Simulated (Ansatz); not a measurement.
# Ga across functionals

```yaml
crystal:
  lattice:
    - [-1.40400, 1.40400, 2.22900]
    - [1.40400, -1.40400, 2.22900]
    - [1.40400, 1.40400, -2.22900]
  atoms:
    - { symbol: Ga, position: [0.00000, 0.00000, 0.00000] }
```

The cell is COD entry 9012723, as deposited and not checked against the literature; nothing was relaxed.

One fixed cell is solved with several functionals by PAW with the default files in Ansatz 0.2.0, scalar-relativistically. A positive pressure means that the functional wants a larger cell.

The PAW files were made with PBE; their cores are remade for each functional.

The runs use a Γ-centred 16×16×16 k mesh, Fermi–Dirac smearing of 0.03 eV, cutoff 420 eV, no spin polarisation.

Cutoffs: PBE 420 eV, LDA 420 eV, PBEsol 420 eV, r²SCAN 500 eV.

```
setting  P (GPa)  lowest level at Γ above −25 eV, from the valence-band top or, without a gap, the Fermi level (eV)
    PBE     4.47                                                                                             -15.04
    LDA    -1.54                                                                                             -15.11
 PBEsol     0.61                                                                                             -15.00
 r²SCAN     1.12                                                                                             -15.61
```
